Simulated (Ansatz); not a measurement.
Turn this script for Ansatz's Python interface into the input file that the command-line program reads.

`nah.py`
```python
from pathlib import Path

import ansatz as az
import numpy as np

lattice = az.Lattice.of(
    (2.95512, 0.0, 0.0),
    (0.0, 2.95512, 0.0),
    (0.0, 0.0, 2.95512),
)
sites = [
    ("Na", (0.0, 0.0, 0.0)),
    ("H", (0.5, 0.5, 0.5)),
]
xtal = az.Crystal(lattice=lattice)
for symbol, position in sites:
    xtal = xtal.atom(symbol, position)

calc = (
    xtal.calculation()
    .occupations(az.OccupationsMethod.FIXED)
    .basis(450)
    .pseudopotentials("paw")
    .functional("pbesol")
    .kpoints(6, 6, 6)
    .phonons("dfpt", points=[(0, 0, 0), (0.5, 0.5, 0.5), (0, 0, 0.5)])
)
res = calc.run(threads=1, runs_dir="runs")
ph = res.phonons

for q in ph.qpoints:
    thz = np.asarray(q.omega_inv_cm) / 33.35641
    print("q = ({:.2f}, {:.2f}, {:.2f})".format(*q.q_frac), np.round(thz, 2) + 0.0, "THz")
```

```console
$ python nah.py
q = (0.00, 0.00, 0.00) [ 0.   0.   0.  10.4 10.4 10.4] THz
q = (0.50, 0.50, 0.50) [ 5.5   5.5   5.5  21.97 21.97 21.97] THz
q = (0.00, 0.00, 0.50) [-5.88 -5.88  1.12  1.12  7.94 27.08] THz
```

`input.yaml`:
```yaml
crystal:
  lattice:
    - [2.95512, 0.0, 0.0]
    - [0.0, 2.95512, 0.0]
    - [0.0, 0.0, 2.95512]
  atoms:
    - { symbol: Na, position: [0.0, 0.0, 0.0] }
    - { symbol: H, position: [0.5, 0.5, 0.5] }
basis:
  ecutwfc: 450.0
kpoints:
  mp_grid:
    grid: [6, 6, 6]
hamiltonian:
  xc: pbesol
  pseudopotentials:
    kind: paw
scf:
  occupations:
    method: fixed
phonons:
  method: dfpt
  qpoints:
    - [0.0, 0.0, 0.0]
    - [0.5, 0.5, 0.5]
    - [0.0, 0.0, 0.5]
```

The cell isn't relaxed first, so the values belong to this volume. A negative frequency stands for an imaginary mode. No non-analytic term is added, so at the zone centre the longitudinal optical modes of a polar crystal aren't split off. The structure comes from a database of computed cells and needn't be a stable or known phase. The structure is taken as given; imaginary modes can come from an unrelaxed or unstable start. It ran for 7 s on 1 thread of Arm Neoverse V2 (shared host), peak memory 0.42 GiB.

(Lines on the test bed's own set-up are left out of the output.)
